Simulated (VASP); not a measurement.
# TiSi2 (Fddd) in VASP: a series of runs, part 2 of 2

VASP 6.6.1. Earlier steps stand in the parts before.

## (3) Band structure, LDA

Contents of INCAR:

```
  PREC = Accurate
  ENCUT = 520
  EDIFF = 1E-7
  ISMEAR = -1
  SIGMA = 0.05
  LREAL = False
  LASPH = True
  NELM = 60
  ALGO = Normal
  ISIF = 2
  LWAVE = False
  LCHARG = False
  LMAXMIX = 4
```

Contents of KPOINTS:

```
Automatic mesh
0
Gamma
  7 7 7
```

Contents of POSCAR:

```
TiSi2
1.0
    0.0000000000      4.1175163063      4.2628978354
    2.3895119538      0.0000000000      4.2628978354
    2.3895119538      4.1175163063      0.0000000000
Ti Si
2 4
Direct
    0.7500000000      0.7500000000      0.7500000000
    0.5000000000      0.5000000000      0.5000000000
    0.4125656100      0.0874343900      0.4125656100
    0.0874343900      0.4125656100      0.0874343900
    0.1625656100      0.8374343900      0.1625656100
    0.8374343900      0.1625656100      0.8374343900
```

Contents of KPOINTS_OPT:

```
path GYTZGXA1Y,TX1,XAZ,LG
10
line-mode
reciprocal
 0.0000000000  0.0000000000  0.0000000000  G
 0.5000000000  0.0000000000  0.5000000000  Y

 0.5000000000  0.0000000000  0.5000000000  Y
 1.0000000000  0.5000000000  0.5000000000  T

 1.0000000000  0.5000000000  0.5000000000  T
 0.5000000000  0.5000000000  0.0000000000  Z

 0.5000000000  0.5000000000  0.0000000000  Z
 0.0000000000  0.0000000000  0.0000000000  G

 0.0000000000  0.0000000000  0.0000000000  G
 0.0000000000  0.4127457158  0.4127457158  X

 0.0000000000  0.4127457158  0.4127457158  X
 0.5000000000  0.2443551471  0.7443551471  A1

 0.5000000000  0.2443551471  0.7443551471  A1
 0.5000000000  0.0000000000  0.5000000000  Y

 1.0000000000  0.5000000000  0.5000000000  T
 1.0000000000  0.5872542842  0.5872542842  X1

 0.0000000000  0.4127457158  0.4127457158  X
 0.5000000000  0.7556448529  0.2556448529  A

 0.5000000000  0.7556448529  0.2556448529  A
 0.5000000000  0.5000000000  0.0000000000  Z

 0.5000000000  0.5000000000  0.5000000000  L
 0.0000000000  0.0000000000  0.0000000000  G
```

Potentials or basis: VASP PAW LDA potentials, release 64 (Ti_sv, Si).

The run is started by

```
> cat potpaw_LDA.64/Ti_sv/POTCAR potpaw_LDA.64/Si/POTCAR > POTCAR
> mpirun -np 1 vasp_std > vasp.out
```

Run time: 2.2 min. Hardware: 1 thread of Intel Xeon 6975P-C (Granite Rapids), shared host; peak memory 0.33 GiB.

The run converged. Its results:

- Free energy: -44.8988 eV
- Pressure: -4.9 GPa
- Largest force: 0.063 eV/Å
- Band gap along the path: none (metal or under the smearing width)

Forces on the atoms (eV/Å):
```
Ti   0.000  0.000  0.000
Ti   0.000  0.000  0.000
Si   0.000  0.063  0.000
Si   0.000 -0.063  0.000
Si   0.000  0.063  0.000
Si   0.000 -0.063  0.000
```

Stress tensor (GPa, compression positive):
```
-4.64  0.00  0.00
 0.00 -5.52  0.00
 0.00  0.00 -4.61
```

Levels at the corners of the path, in eV from the Fermi level:
| point | band 17 | band 18 | band 19 | band 20 | band 21 | band 22 | band 23 | band 24 |
| --- | --- | --- | --- | --- | --- | --- | --- | --- |
| Γ | -2.24 | -2.00 | -1.71 | -1.28 | -0.92 | 2.05 | 3.12 | 3.33 |
| Y | -2.28 | -2.28 | -0.87 | -0.87 | 1.26 | 1.26 | 3.27 | 3.29 |
| Y | -2.28 | -2.28 | -0.87 | -0.87 | 1.26 | 1.26 | 3.27 | 3.38 |
| T | -1.11 | -1.11 | -0.64 | -0.64 | 0.84 | 0.84 | 2.28 | 2.28 |
| T | -1.11 | -1.11 | -0.64 | -0.64 | 0.84 | 0.84 | 2.28 | 2.28 |
| Z | -1.51 | -1.51 | -0.94 | -0.94 | 0.75 | 0.75 | 3.23 | 3.23 |
| Z | -1.51 | -1.51 | -0.94 | -0.94 | 0.75 | 0.75 | 3.23 | 3.23 |
| Γ | -2.24 | -2.00 | -1.71 | -1.28 | -0.92 | 2.05 | 3.12 | 3.36 |
| Γ | -2.24 | -2.00 | -1.71 | -1.28 | -0.92 | 2.05 | 3.12 | 3.32 |
| X | -1.32 | -0.39 | 0.05 | 0.13 | 0.74 | 0.92 | 1.78 | 2.52 |
| X | -1.32 | -0.39 | 0.05 | 0.13 | 0.74 | 0.92 | 1.78 | 2.52 |
| A1 | -1.65 | -1.65 | -1.38 | -1.38 | 1.41 | 1.41 | 2.14 | 2.14 |
| A1 | -1.65 | -1.65 | -1.38 | -1.38 | 1.41 | 1.41 | 2.14 | 2.14 |
| Y | -2.28 | -2.28 | -0.87 | -0.87 | 1.26 | 1.26 | 3.27 | 3.28 |
| T | -1.11 | -1.11 | -0.64 | -0.64 | 0.84 | 0.84 | 2.28 | 2.28 |
| X1 | -1.32 | -0.39 | 0.05 | 0.13 | 0.74 | 0.92 | 1.78 | 2.52 |
| X | -1.32 | -0.39 | 0.05 | 0.13 | 0.74 | 0.92 | 1.78 | 2.52 |
| A | -1.65 | -1.65 | -1.38 | -1.38 | 1.41 | 1.41 | 2.14 | 2.14 |
| A | -1.65 | -1.65 | -1.38 | -1.38 | 1.41 | 1.41 | 2.14 | 2.14 |
| Z | -1.51 | -1.51 | -0.94 | -0.94 | 0.75 | 0.75 | 3.23 | 3.24 |
| L | -1.91 | -1.04 | -0.01 | 0.15 | 0.99 | 1.39 | 1.68 | 2.25 |
| Γ | -2.24 | -2.00 | -1.71 | -1.28 | -0.92 | 2.05 | 3.12 | 3.34 |

## (4) Band structure, PBEsol

Contents of INCAR:

```
PREC     = Accurate       # precision mode
ENCUT    = 520            # plane-wave cutoff, eV
EDIFF    = 1E-7           # SCF threshold, eV
ISMEAR   = -1             # smearing method
SIGMA    = 0.05           # smearing width, eV
LREAL    = F              # projectors in reciprocal space
LASPH    = T              # aspherical terms in the spheres
NELM     = 100            # most SCF steps
ALGO     = Normal         # electronic algorithm
ISIF     = 2              # what is computed and relaxed
LWAVE    = F              # write WAVECAR
LCHARG   = F              # write CHGCAR
LMAXMIX  = 4              # l up to which the mixer works
GGA      = PS             # functional
```

Contents of KPOINTS:

```
regular mesh
0
Gamma
  7 7 7
```

POSCAR is that of step 3.

KPOINTS_OPT is that of step 3.

Potentials or basis: VASP PAW PBE potentials, release 64 (Ti_sv, Si).

The run is started by

```
> cat potpaw_PBE.64/Ti_sv/POTCAR potpaw_PBE.64/Si/POTCAR > POTCAR
> mpirun -np 1 vasp_std > vasp.out
```

OUTCAR:

```text
PREC = Accurate
   ENCUT = 520
   EDIFF = 1E-7
   ISMEAR = -1
   LREAL = F
   LASPH = T
   NELM = 100
   ISIF = 2
   GGA = PS

 ion  position               nearest neighbor table
   1  0.750  0.750  0.750-   6 2.55   5 2.55   6 2.55   5 2.55   3 2.74   3 2.74   4 2.74   4 2.74
                             3 2.78   4 2.78
   2  0.500  0.500  0.500-   4 2.55   3 2.55   4 2.55   3 2.55   5 2.74   5 2.74   6 2.74   6 2.74
                             5 2.78   6 2.78
   3  0.413  0.087  0.413-   6 2.52   6 2.52   2 2.55   2 2.55   4 2.68   1 2.74   1 2.74   1 2.78
                             4 2.79   4 2.79
   4  0.087  0.413  0.087-   5 2.52   5 2.52   2 2.55   2 2.55   3 2.68   1 2.74   1 2.74   1 2.78
                             3 2.79   3 2.79
   5  0.163  0.837  0.163-   4 2.52   4 2.52   1 2.55   1 2.55   6 2.68   2 2.74   2 2.74   2 2.78
                             6 2.79   6 2.79
   6  0.837  0.163  0.837-   3 2.52   3 2.52   1 2.55   1 2.55   5 2.68   2 2.74   2 2.74   2 2.78
                             5 2.79   5 2.79

  LATTYP: Found a face centered orthorhombic cell.
 ALAT       =     4.7790239076
 B/A-ratio  =     1.7231620456
 C/A-ratio  =     1.7840035613

  Lattice vectors:

 A1 = (   0.0000000000,   4.1175163063,   4.2628978354)
 A2 = (   2.3895119538,   0.0000000000,   4.2628978354)
[... 186 lines left out ...]

 E-fermi :  10.0960     XC(G=0): -11.8228

 val. band max:       10.0947598283   @ k =  -0.1429   0.1429   0.1429
 cond. band min:      10.1076863641   @ k =  -0.2857   0.1429  -0.0000
 fundamental gap:      0.0129265358
 Fermi energy:        10.0960371747

 k-point     1 :       0.0000    0.0000    0.0000
  band No.  band energies     occupation
      1     -45.9109      2.00000
      2     -45.8816      2.00000
      3     -22.3951      2.00000
      4     -22.3948      2.00000
      5     -22.3029      2.00000
      6     -22.2878      2.00000
[... 637 lines left out ...]
     23      13.1218      0.00000
     24      13.2315      0.00000

 [... further k-points ...]
[... 5 lines left out ...]
  --------------------------------------------------------------------------------------
  -------------------------------------------------------------------------------------
  Total       -0.8305411     -1.5778564     -0.4605782      0.0000000      0.0000000      0.0000000
  in kB      -15.8632534    -30.1369011     -8.7969976      0.0000000      0.0000000      0.0000000
  external PRESSURE =     -18.2657173 kB  Pullay stress =       0.0000000 kB

 VOLUME and BASIS-vectors are now :
 -----------------------------------------------------------------------------
  energy-cutoff  :      520.00
  volume of cell :       83.88
      direct lattice vectors                 reciprocal lattice vectors
     0.000000000  4.117516306  4.262897835    -0.209247750  0.121432427  0.117291106
     2.389511954  0.000000000  4.262897835     0.209247750 -0.121432427  0.117291106
     2.389511954  4.117516306  0.000000000     0.209247750  0.121432427 -0.117291106

 POSITION                                       TOTAL-FORCE (eV/Angst)
 -----------------------------------------------------------------------------------
      3.58427      6.17627      6.39435         0.000000      0.000000     -0.000000
      2.38951      4.11752      4.26290         0.000000      0.000000      0.000000
      1.19476      3.39749      2.13145         0.000000      0.048790     -0.000000
      1.19476      0.72003      2.13145         0.000000     -0.048790     -0.000000
      2.38951      1.33873      4.26290        -0.000000      0.048790      0.000000
      2.38951      6.89630      4.26290        -0.000000     -0.048790      0.000000
 -----------------------------------------------------------------------------------
    total drift:                               -0.000000     -0.000000      0.000000

  FREE ENERGIE OF THE ION-ELECTRON SYSTEM (eV)
  ---------------------------------------------------
  free  energy   TOTEN  =       -43.6691288688 eV

  energy  without entropy=      -43.6489370501  energy(sigma->0) =      -43.65903296
```

OSZICAR:

```text
N       E                     dE             d eps       ncg     rms          rms(c)
DAV:   1     0.384311983863E+03    0.38431E+03   -0.19423E+04  3072   0.177E+03
DAV:   2     0.346491947263E+01   -0.38085E+03   -0.37776E+03  3072   0.496E+02
[... 26 lines left out ...]
       N       E                     dE             ncg
DAV:   1     0.276909289517E+05   -0.40536E+05     2208
DAV:   2     0.101002350637E+05   -0.17591E+05     2208
DAV:   3     0.794697519576E+04   -0.21533E+04     4048
DAV:   4     0.778297308174E+04   -0.16400E+03     3048
DAV:   5     0.777165407415E+04   -0.11319E+02     3496
DAV:   6     0.777150164643E+04   -0.15243E+00     3024
DAV:   7     0.777149689807E+04   -0.47484E-02     3496
DAV:   8     0.777149683680E+04   -0.61270E-04     3040
DAV:   9     0.777149683469E+04   -0.21080E-05     3272
DAV:  10     0.777149683466E+04   -0.31047E-07     2128
```

Wall time 2.1 min (1 thread of Intel Xeon 6975P-C (Granite Rapids), shared host); peak memory 0.33 GiB.

What came out:

```
Free energy             : -43.6691 eV
Pressure                : -1.8 GPa
Largest force           : 0.049 eV/Å
Band gap along the path : none (metal or under the smearing width)
```

Forces in eV/Å, atoms in the order of the input:
```
Ti   0.000  0.000  0.000
Ti   0.000  0.000  0.000
Si   0.000  0.049  0.000
Si   0.000 -0.049  0.000
Si   0.000  0.049  0.000
Si   0.000 -0.049  0.000
```

Stress tensor (GPa, compression positive):
```
-1.59  0.00  0.00
 0.00 -3.01  0.00
 0.00  0.00 -0.88
```

Levels at the corners of the path, in eV from the Fermi level:
| point | band 17 | band 18 | band 19 | band 20 | band 21 | band 22 | band 23 | band 24 |
| --- | --- | --- | --- | --- | --- | --- | --- | --- |
| Γ | -2.27 | -2.05 | -1.76 | -1.34 | -0.93 | 2.08 | 3.14 | 3.40 |
| Y | -2.34 | -2.34 | -0.87 | -0.87 | 1.28 | 1.28 | 3.32 | 3.35 |
| Y | -2.34 | -2.34 | -0.87 | -0.87 | 1.28 | 1.28 | 3.31 | 3.40 |
| T | -1.11 | -1.11 | -0.65 | -0.65 | 0.85 | 0.85 | 2.30 | 2.30 |
| T | -1.11 | -1.11 | -0.65 | -0.65 | 0.85 | 0.85 | 2.30 | 2.30 |
| Z | -1.55 | -1.55 | -0.97 | -0.97 | 0.75 | 0.75 | 3.24 | 3.24 |
| Z | -1.55 | -1.55 | -0.97 | -0.97 | 0.75 | 0.75 | 3.24 | 3.27 |
| Γ | -2.27 | -2.05 | -1.76 | -1.34 | -0.93 | 2.08 | 3.14 | 3.43 |
| Γ | -2.27 | -2.05 | -1.76 | -1.34 | -0.93 | 2.08 | 3.14 | 3.39 |
| X | -1.34 | -0.40 | 0.05 | 0.14 | 0.74 | 0.93 | 1.80 | 2.54 |
| X | -1.34 | -0.40 | 0.05 | 0.14 | 0.74 | 0.93 | 1.80 | 2.54 |
| A1 | -1.68 | -1.68 | -1.39 | -1.39 | 1.42 | 1.42 | 2.16 | 2.16 |
| A1 | -1.68 | -1.68 | -1.39 | -1.39 | 1.42 | 1.42 | 2.16 | 2.16 |
| Y | -2.34 | -2.34 | -0.87 | -0.87 | 1.28 | 1.28 | 3.32 | 3.32 |
| T | -1.11 | -1.11 | -0.65 | -0.65 | 0.85 | 0.85 | 2.30 | 2.30 |
| X1 | -1.34 | -0.40 | 0.05 | 0.14 | 0.74 | 0.93 | 1.80 | 2.54 |
| X | -1.34 | -0.40 | 0.05 | 0.14 | 0.74 | 0.93 | 1.80 | 2.54 |
| A | -1.68 | -1.68 | -1.39 | -1.39 | 1.42 | 1.42 | 2.16 | 2.16 |
| A | -1.68 | -1.68 | -1.39 | -1.39 | 1.42 | 1.42 | 2.16 | 2.16 |
| Z | -1.55 | -1.55 | -0.97 | -0.97 | 0.75 | 0.75 | 3.24 | 3.25 |
| L | -1.92 | -1.05 | -0.02 | 0.15 | 1.00 | 1.39 | 1.69 | 2.27 |
| Γ | -2.27 | -2.05 | -1.76 | -1.34 | -0.93 | 2.08 | 3.14 | 3.41 |

Caveat: the PAW data sets were made with another functional, which shifts forces and pressure a little.

## (5) Band structure, RPBE

POSCAR is that of step 4.

Contents of INCAR.step1:

```
ALGO = Normal
EDIFF = 1E-6
ENCUT = 520
GGA = RP
ISIF = 2
ISMEAR = -1
LASPH = True
LCHARG = True
LMAXMIX = 4
LREAL = False
LWAVE = False
NBANDS = 29
NELM = 60
PREC = Accurate
SIGMA = 0.05
```

Contents of KPOINTS.step1:

```
k-points
0
Gamma
  7 7 7
```

Contents of INCAR.step2:

```
ALGO = Normal
EDIFF = 1E-6
ENCUT = 520
GGA = RP
ICHARG = 11
ISIF = 2
ISMEAR = 0
LASPH = True
LCHARG = False
LMAXMIX = 4
LREAL = False
LWAVE = False
NBANDS = 29
NELM = 60
PREC = Accurate
SIGMA = 0.05
```

Contents of KPOINTS.step2:

```
path GYTZGXA1Y,TX1,XAZ,LG
15
line-mode
reciprocal
 0.0000000000  0.0000000000  0.0000000000  G
 0.5000000000  0.0000000000  0.5000000000  Y

 0.5000000000  0.0000000000  0.5000000000  Y
 1.0000000000  0.5000000000  0.5000000000  T

 1.0000000000  0.5000000000  0.5000000000  T
 0.5000000000  0.5000000000  0.0000000000  Z

 0.5000000000  0.5000000000  0.0000000000  Z
 0.0000000000  0.0000000000  0.0000000000  G

 0.0000000000  0.0000000000  0.0000000000  G
 0.0000000000  0.4127457158  0.4127457158  X

 0.0000000000  0.4127457158  0.4127457158  X
 0.5000000000  0.2443551471  0.7443551471  A1

 0.5000000000  0.2443551471  0.7443551471  A1
 0.5000000000  0.0000000000  0.5000000000  Y

 1.0000000000  0.5000000000  0.5000000000  T
 1.0000000000  0.5872542842  0.5872542842  X1

 0.0000000000  0.4127457158  0.4127457158  X
 0.5000000000  0.7556448529  0.2556448529  A

 0.5000000000  0.7556448529  0.2556448529  A
 0.5000000000  0.5000000000  0.0000000000  Z

 0.5000000000  0.5000000000  0.5000000000  L
 0.0000000000  0.0000000000  0.0000000000  G
```

The run is started by

```
> cat potpaw_PBE.64/Ti_sv/POTCAR potpaw_PBE.64/Si/POTCAR > POTCAR
> cp INCAR.step1 INCAR
> cp KPOINTS.step1 KPOINTS
> mpirun -np 1 vasp_std > vasp.out
> cp INCAR.step2 INCAR
> cp KPOINTS.step2 KPOINTS
> mpirun -np 1 vasp_std > vasp.out
```

Wall time 3 min (1 thread of Intel Xeon 6975P-C (Granite Rapids), shared host); peak memory 0.45 GiB.

It converged, with:

```
Band gap along the path : none (metal or under the smearing width)
```

Levels at the corners of the path, in eV from the Fermi level:
```csv
point,band 16,band 17,band 18,band 19,band 20,band 21,band 22,band 23,band 24,band 25
Γ,-2.52,-2.28,-2.09,-1.80,-1.37,-0.93,2.09,3.14,3.38,3.42
Y,-2.38,-2.35,-2.35,-0.87,-0.87,1.28,1.28,3.33,3.33,3.39
Y,-2.38,-2.35,-2.35,-0.87,-0.87,1.28,1.28,3.33,3.33,3.39
T,-1.23,-1.12,-1.12,-0.66,-0.66,0.85,0.85,2.30,2.30,3.12
T,-1.23,-1.12,-1.12,-0.66,-0.66,0.85,0.85,2.30,2.30,3.12
Z,-2.96,-1.58,-1.58,-0.97,-0.97,0.75,0.75,3.23,3.23,3.46
Z,-2.96,-1.58,-1.58,-0.97,-0.97,0.75,0.75,3.23,3.23,3.46
Γ,-2.52,-2.28,-2.09,-1.80,-1.37,-0.93,2.09,3.14,3.38,3.42
Γ,-2.52,-2.28,-2.09,-1.80,-1.37,-0.93,2.09,3.14,3.38,3.42
X,-2.04,-1.35,-0.40,0.06,0.14,0.74,0.94,1.79,2.54,3.02
X,-2.04,-1.35,-0.40,0.06,0.14,0.74,0.94,1.79,2.54,3.02
A1,-2.33,-1.69,-1.69,-1.40,-1.40,1.41,1.41,2.17,2.17,2.81
A1,-2.33,-1.69,-1.69,-1.40,-1.40,1.41,1.41,2.17,2.17,2.81
Y,-2.38,-2.35,-2.35,-0.87,-0.87,1.28,1.28,3.33,3.33,3.39
T,-1.23,-1.12,-1.12,-0.66,-0.66,0.85,0.85,2.30,2.30,3.12
X1,-2.04,-1.35,-0.40,0.06,0.14,0.74,0.94,1.79,2.54,3.02
X,-2.04,-1.35,-0.40,0.06,0.14,0.74,0.94,1.79,2.54,3.02
A,-2.33,-1.69,-1.69,-1.40,-1.40,1.41,1.41,2.17,2.17,2.81
A,-2.33,-1.69,-1.69,-1.40,-1.40,1.41,1.41,2.17,2.17,2.81
Z,-2.96,-1.58,-1.58,-0.97,-0.97,0.75,0.75,3.23,3.23,3.46
L,-2.50,-1.93,-1.05,-0.02,0.16,0.99,1.39,1.69,2.26,2.65
Γ,-2.52,-2.28,-2.09,-1.80,-1.37,-0.93,2.09,3.14,3.38,3.42
```

Caveat: the log is that of the step along the path at fixed density, whose energy, stress, charges and moments have no meaning; the PAW data sets were made with another functional, which shifts forces and pressure a little.

## (6) The runs side by side

```tsv
level	potentials or basis	pressure (GPa)	largest force (eV/Å)
PBE	VASP PAW PBE potentials, release 64 (Ti_sv, Si)	-	-
LDA	VASP PAW LDA potentials, release 64 (Ti_sv, Si)	-4.9	0.06
PBEsol	VASP PAW PBE potentials, release 64 (Ti_sv, Si)	-1.8	0.05
RPBE	VASP PAW PBE potentials, release 64 (Ti_sv, Si)	-	-
```

Alike in all rows: task band structure; no spin polarisation; cell as given; k mesh 7 × 7 × 7; cutoff (eV) 520; smearing fermi-dirac 0.05 eV.

Caveats: the PAW data sets were made with another functional, which shifts forces and pressure a little (some runs).

Absolute energies hang on the potentials; compare differences alone.
